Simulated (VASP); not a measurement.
# Te2Mo in VASP: work function with PBEsol

Aim: the work function of Te2Mo with PBEsol.

All numbers are computed with VASP 6.6.1; they aren't measurements. Logs are shortened: lines on timing, memory, paths and dates and some standing lists are left out, and cuts for length are marked.

## Step 1: The sheet as given

The cell holds a sheet with vacuum, 3 atoms: a = 3.544 Å, b = 3.544 Å, c = 19.620 Å, α = 90.00°, β = 90.00°, γ = 120.00°.

The cell was built by a generator and needn't be a form met in nature.

## Step 2: Work function, PBEsol, non-collinear spin, zero start, spin-orbit coupling

INCAR reads:

```
PREC = Accurate ; ENCUT = 520
EDIFF = 1E-6 ; ISMEAR = 0
SIGMA = 0.03 ; LREAL = F
LASPH = T ; NELM = 80
ALGO = Normal ; ISIF = 2
LWAVE = F ; LCHARG = T
MAGMOM = 0 0 0 0 0 0 0 0 0 ; LORBIT = 11
LSORBIT = T ; GGA_COMPAT = F
LMAXMIX = 4 ; LDIPOL = T
IDIPOL = 3 ; DIPOL = 0.5 0.5 0.500
GGA = PS ; LVHAR = T
LVACPOTAV = T ; KPAR = 4
```

KPOINTS reads:

```
regular mesh
0
Gamma
  12 12 1
```

POSCAR reads:

```
Te2Mo                                   
1.0
    3.5439690573      0.0000000000      0.0000000000
   -1.7719845287      3.0691672325      0.0000000000
    0.0000000000      0.0000000000     19.6200000000
  Te              Mo            
     2     1
Direct
     0.6666669999999968    0.3333330000000032    0.4084533370490379
     0.6666669999999968    0.3333330000000032    0.5915466629509620
     0.3333330000000032    0.6666669999999968    0.5000000000000000
```

Potentials or basis: VASP PAW PBE potentials, release 64 (Te, Mo_sv).

Run with:

```console
$ cat potpaw_PBE.64/Te/POTCAR potpaw_PBE.64/Mo_sv/POTCAR > POTCAR
$ mpirun -np 4 vasp_ncl > vasp.out
```

OUTCAR:

```text
PREC = Accurate
   ENCUT = 520
   EDIFF = 1E-6
   ISMEAR = 0
   LREAL = F
   LASPH = T
   NELM = 80
   ISIF = 2
   LORBIT = 11
   LSORBIT = T
   GGA = PS

 ion  position               nearest neighbor table
   1  0.667  0.333  0.408-   3 2.72   3 2.72   3 2.72   2 3.59
   2  0.667  0.333  0.592-   3 2.72   3 2.72   3 2.72   1 3.59
   3  0.333  0.667  0.500-   1 2.72   2 2.72   1 2.72   2 2.72   1 2.72   2 2.72

  LATTYP: Found a hexagonal cell.
 ALAT       =     3.5439690573
 C/A-ratio  =     5.5361657178

  Lattice vectors:

 A1 = (   3.5439690573,   0.0000000000,   0.0000000000)
 A2 = (  -1.7719845287,   3.0691672325,   0.0000000000)
 A3 = (   0.0000000000,   0.0000000000,  19.6200000000)

Analysis of symmetry for initial positions (statically):
=====================================================================
 Subroutine PRICEL returns:
 Original cell was already a primitive cell.

 Routine SETGRP: Setting up the symmetry group for a
 hexagonal supercell.

 Subroutine GETGRP returns: Found 12 space group operations
 (whereof 12 operations were pure point group operations)
 out of a pool of 24 trial point group operations.

The static configuration has the point symmetry D_3h.

Analysis of symmetry for dynamics (positions and initial velocities):
=====================================================================
 Subroutine PRICEL returns:
 Original cell was already a primitive cell.

 Routine SETGRP: Setting up the symmetry group for a
 hexagonal supercell.

 Subroutine GETGRP returns: Found 12 space group operations
 (whereof 12 operations were pure point group operations)
 out of a pool of 24 trial point group operations.

The dynamic configuration has the point symmetry D_3h.

Analysis of structural, dynamic, and magnetic symmetry:
=====================================================================
 Subroutine PRICEL returns:
 Original cell was already a primitive cell.

 Routine SETGRP: Setting up the symmetry group for a
 hexagonal supercell.

 Subroutine GETGRP returns: Found 12 space group operations
 (whereof 12 operations were pure point group operations)
 out of a pool of 24 trial point group operations.

The overall configuration has the point symmetry D_3h.

 Subroutine INISYM returns: Found 12 space group operations
 (whereof 12 operations are pure point group operations),
 and found     1 'primitive' translations

----------------------------------------------------------------------------------------

                                     Primitive cell

  volume of cell :     213.4074

  direct lattice vectors                    reciprocal lattice vectors
     3.543969057  0.000000000  0.000000000     0.282169507  0.162910641  0.000000000
    -1.771984529  3.069167232  0.000000000     0.000000000  0.325821281  0.000000000
     0.000000000  0.000000000 19.620000000     0.000000000  0.000000000  0.050968400

  length of vectors
     3.543969057  3.543969056 19.620000000     0.325821281  0.325821281  0.050968400

  position of ions in fractional coordinates (direct lattice)
     0.666667000  0.333333000  0.408453337
     0.666667000  0.333333000  0.591546663
     0.333333000  0.666667000  0.500000000

  ion indices of the primitive-cell ions
   primitive index   ion index
                 1           1
                 2           2
                 3           3

----------------------------------------------------------------------------------------

 KPOINTS: regular mesh

Automatic generation of k-mesh.
 Grid dimensions read from file:
 generate k-points for:   12   12    1

 Generating k-lattice:

  Cartesian coordinates                     Fractional coordinates (reciprocal lattice)
     0.023514126  0.013575887  0.000000000     0.083333333  0.000000000  0.000000000
     0.000000000  0.027151773  0.000000000     0.000000000  0.083333333  0.000000000
     0.000000000  0.000000000  0.050968400     0.000000000  0.000000000  1.000000000

  Length of vectors
     0.027151773  0.027151773  0.050968400

  Shift w.r.t. Gamma in fractional coordinates (k-lattice)
     0.000000000  0.000000000  0.000000000

 Subroutine IBZKPT returns following result:
 ===========================================

 Found     31 irreducible k-points:

 Following reciprocal coordinates:
            Coordinates               Weight
  0.000000  0.000000  0.000000      1.000000
  0.083333  0.000000  0.000000      3.000000
 -0.083333  0.000000  0.000000      3.000000
  0.166667  0.000000  0.000000      3.000000
 -0.166667 -0.000000  0.000000      3.000000
  0.250000  0.000000  0.000000      3.000000
[... 16 lines left out ...]
  0.250000  0.166667  0.000000      6.000000
 -0.250000 -0.166667  0.000000      6.000000
 [... further k-points ...]
   k-points           NKPTS =     31   k-points in BZ     NKDIM =     31   number of bands    NBANDS=     34
   number of dos      NEDOS =    301   number of ions     NIONS =      3
   total plane-waves  NPLWV = 117600
   dimension x,y,z NGX =    28 NGY =   28 NGZ =  150
   dimension x,y,z NGXF=    56 NGYF=   56 NGZF=  300
   ions per type =               2   1
   NGX,Y,Z   is equivalent  to a cutoff of  13.13, 13.13, 12.71 a.u.
   NGXF,Y,Z  is equivalent  to a cutoff of  26.27, 26.27, 25.42 a.u.
 SYSTEM =  unknown system
   PREC   = accura    normal or accurate (medium, high low for compatibility)
   ISTART =      0    job   : 0-new  1-cont  2-samecut
   ICHARG =      2    charge: 1-file 2-atom 10-const
   ISPIN  =      1    spin polarized calculation?
   LNONCOLLINEAR =      T non collinear calculations
   LSORBIT =      T    spin-orbit coupling
   LASPH  =      T    aspherical Exc in radial PAW
   ENCUT  =  520.0 eV  38.22 Ry    6.18 a.u.   6.59  6.59 36.48*2*pi/ulx,y,z
   NELM   =     80;   NELMIN=  2; NELMDL= -5     # of ELM steps
   EDIFF  = 0.1E-05   stopping-criterion for ELM
   LREAL  =      F    real-space projection
[... 7 lines left out ...]
   TEBEG  =    0.0;   TEEND  =   0.0 temperature during run
   PSTRESS=    0.0 pullay stress
   NELECT =      26.0000    total number of electrons
   NUPDOWN=      -1.0000    fix difference up-down
   EMIN   =  10.00;   EMAX   =-10.00  energy-range for DOS
   EFERMI =   0.00;   METHOD = LEGACY
   ISMEAR =     0;   SIGMA  =   0.03  broadening in eV -4-tet -1-fermi 0-gaus
   EFERMI_NEDOS =   21; number of points for ismear=-14 and -15
   IALGO  =     38    algorithm
   IMIX   =      4    mixing-type and parameters
     AMIX     =   0.40;   BMIX     =  1.00
     AMIX_MAG =   1.60;   BMIX_MAG =  1.00
  volume/ion in A,a.u.               =      71.14       480.05
  Fermi-wavevector in a.u.,A,eV,Ry     =   0.811576  1.533657  8.961564  0.658656
  Thomas-Fermi vector in A             =   1.920961
   LORBIT       =     11    0 simple, 1 ext, 2 COOP (PROOUT), +10 PAW based schemes
   GGA     = PS    functional components
   LHFCALC =     F    Hartree Fock is set to
   AEXX    =    0.0000 exact exchange contribution
   IVDW    =     0    specifies the selected vdW correction
   LEPSILON=     F    determine dielectric tensor
   LRPA    =     F    only Hartree local field effects (RPA)
 Gauss-broadening in eV      SIGMA  =   0.03
  energy-cutoff  :      520.00
  volume of cell :      213.41
 maximum number of plane-waves:     11642
   NGX = 13   NGY = 13   NGZ = 73

 number of electron      26.0000000 magnetization       0.0000000      0.0000000      0.0000000

 dipolmoment           0.000000      0.000000      0.000000 electrons x Angstroem

 number of electron      26.0000001 magnetization      -0.0000000     -0.0000000     -0.0000000

 number of electron      26.0000001 magnetization      -0.0000000     -0.0000000      0.0000000

 number of electron      26.0000001 magnetization       0.0000000     -0.0000000      0.0000000

 dipolmoment           0.000000      0.000000     -0.000000 electrons x Angstroem

 Free energy of the ion-electron system (eV)
  ---------------------------------------------------
  ext. energy  EPLUGINS =         0.00000000
  ---------------------------------------------------
  free energy    TOTEN  =       -19.89742987 eV

  energy without entropy =      -19.89742987  energy(sigma->0) =      -19.89742987

 E-fermi :  -0.1551     XC(G=0):  -4.2662

 val. band max:       -0.3458355655   @ k =   0.3333   0.3333   0.0000
 cond. band min:       0.6076206889   @ k =   0.3333   0.3333   0.0000
 fundamental gap:      0.9534562544
 Fermi energy:        -0.1550622571

 k-point     1 :       0.0000    0.0000    0.0000
  band No.  band energies     occupation
      1     -61.0258      1.00000
      2     -61.0258      1.00000
      3     -36.7638      1.00000
      4     -36.7638      1.00000
      5     -34.3809      1.00000
      6     -34.3809      1.00000
[... 877 lines left out ...]
     33       3.0666      0.00000
     34       3.0861      0.00000

 [... further k-points ...]
[... 5 lines left out ...]
  --------------------------------------------------------------------------------------
  -------------------------------------------------------------------------------------
  Total       -1.2116078     -1.2116078     -0.4900323      0.0000000      0.0000000      0.0000000
  in kB       -9.0962662     -9.0962662     -3.6789666      0.0000000      0.0000000      0.0000000
  external PRESSURE =      -7.2904997 kB  Pullay stress =       0.0000000 kB

 VOLUME and BASIS-vectors are now :
 -----------------------------------------------------------------------------
  energy-cutoff  :      520.00
  volume of cell :      213.41
      direct lattice vectors                 reciprocal lattice vectors
     3.543969057  0.000000000  0.000000000     0.282169507  0.162910641  0.000000000
    -1.771984529  3.069167232  0.000000000     0.000000000  0.325821281  0.000000000
     0.000000000  0.000000000 19.620000000     0.000000000  0.000000000  0.050968400

 POSITION                                       TOTAL-FORCE (eV/Angst)
 -----------------------------------------------------------------------------------
      1.77199      1.02305      8.01385         0.000000     -0.000000      0.132873
      1.77199      1.02305     11.60615         0.000000      0.000000     -0.132873
     -0.00000      2.04611      9.81000        -0.000000      0.000000      0.000000
 -----------------------------------------------------------------------------------
    total drift:                                0.002570     -0.001484     -0.000000

  FREE ENERGIE OF THE ION-ELECTRON SYSTEM (eV)
  ---------------------------------------------------
  free  energy   TOTEN  =       -19.8974298659 eV

  energy  without entropy=      -19.8974298659  energy(sigma->0) =      -19.89742987

 vacuum level on the upper side and lower side of the slab         4.498         4.498

 Spin-Orbit-Coupling matrix elements

 Ion:    1  E_soc:     -0.1998432
 l=   1
     0.0000000    -0.0332190    -0.0330929
    -0.0332190     0.0000000    -0.0332190
    -0.0330929    -0.0332190     0.0000000
 l=   2
     0.0000000    -0.0000252     0.0000000    -0.0000252    -0.0001498
    -0.0000252     0.0000000    -0.0000853     0.0000306    -0.0000252
     0.0000000    -0.0000853     0.0000000    -0.0000853     0.0000000
    -0.0000252     0.0000306    -0.0000853     0.0000000    -0.0000252
    -0.0001498    -0.0000252     0.0000000    -0.0000252     0.0000000
 l=   3
     0.0000000     0.0000000     0.0000000     0.0000000     0.0000000     0.0000000     0.0000000
     0.0000000     0.0000000     0.0000000     0.0000000     0.0000000     0.0000000     0.0000000
     0.0000000     0.0000000     0.0000000     0.0000000     0.0000000     0.0000000     0.0000000
     0.0000000     0.0000000     0.0000000     0.0000000     0.0000000     0.0000000     0.0000000
     0.0000000     0.0000000     0.0000000     0.0000000     0.0000000     0.0000000     0.0000000
     0.0000000     0.0000000     0.0000000     0.0000000     0.0000000     0.0000000     0.0000000
     0.0000000     0.0000000     0.0000000     0.0000000     0.0000000     0.0000000     0.0000000
[... 21 lines left out ...]
 Ion:    3  E_soc:     -0.2051962
 l=   1
     0.0000000    -0.0305518    -0.0304384
    -0.0305518     0.0000000    -0.0305518
    -0.0304384    -0.0305518     0.0000000
 l=   2
     0.0000000    -0.0005284     0.0000000    -0.0005284    -0.0040815
    -0.0005284     0.0000000    -0.0021480    -0.0005649    -0.0005284
     0.0000000    -0.0021480     0.0000000    -0.0021480     0.0000000
    -0.0005284    -0.0005649    -0.0021480     0.0000000    -0.0005284
    -0.0040815    -0.0005284     0.0000000    -0.0005284     0.0000000
 l=   3
     0.0000000     0.0000000     0.0000000     0.0000000     0.0000000     0.0000000     0.0000000
     0.0000000     0.0000000     0.0000000     0.0000000     0.0000000     0.0000000     0.0000000
     0.0000000     0.0000000     0.0000000     0.0000000     0.0000000     0.0000000     0.0000000
     0.0000000     0.0000000     0.0000000     0.0000000     0.0000000     0.0000000     0.0000000
     0.0000000     0.0000000     0.0000000     0.0000000     0.0000000     0.0000000     0.0000000
     0.0000000     0.0000000     0.0000000     0.0000000     0.0000000     0.0000000     0.0000000
     0.0000000     0.0000000     0.0000000     0.0000000     0.0000000     0.0000000     0.0000000

 total charge

# of ion       s       p       d       tot
------------------------------------------
    1        1.383   1.976   0.060   3.420
    2        1.383   1.976   0.060   3.420
    3        2.255   6.145   3.980  12.379
--------------------------------------------------
tot          5.022  10.098   4.100  19.219

 magnetization (x)

# of ion       s       p       d       tot
------------------------------------------
    1        0.000   0.000   0.000   0.000
    2        0.000  -0.000   0.000  -0.000
    3        0.000   0.000   0.000   0.000
--------------------------------------------------
tot          0.000   0.000   0.000   0.000

 magnetization (y)

# of ion       s       p       d       tot
------------------------------------------
    1        0.000   0.000  -0.000  -0.000
    2        0.000   0.000   0.000   0.000
    3       -0.000   0.000   0.000  -0.000
--------------------------------------------------
tot         -0.000   0.000  -0.000  -0.000

 magnetization (z)

# of ion       s       p       d       tot
------------------------------------------
    1       -0.000   0.000   0.000   0.000
    2       -0.000  -0.000   0.000  -0.000
    3        0.000   0.000   0.000   0.000
--------------------------------------------------
tot         -0.000  -0.000   0.000  -0.000
```

Run time: 3.6 min. Hardware: 4 MPI ranks of Intel Xeon 6975P-C (Granite Rapids), shared host; peak memory 1.1 GiB.

What came out:

* Free energy: -19.8974 eV
* Largest force: 0.133 eV/Å
* Net moment: 0.00 μB per cell
* Valence electrons inside the program's atomic spheres: Te 3.42; Mo 12.38
* Work function of the upper face: 4.65 eV
* Work function of the lower face: 4.65 eV

Forces in eV/Å, atoms in the order of the input:
```
Te   0.000  0.000  0.133
Te   0.000  0.000 -0.133
Mo   0.000  0.000  0.000
```

Moments on the atoms (μB; x, y, z):
```
Te  0.00 0.00 0.00
Te  0.00 0.00 0.00
Mo  0.00 0.00 0.00
```

Caveat: the PAW data sets were made with another functional, which shifts forces and pressure a little.
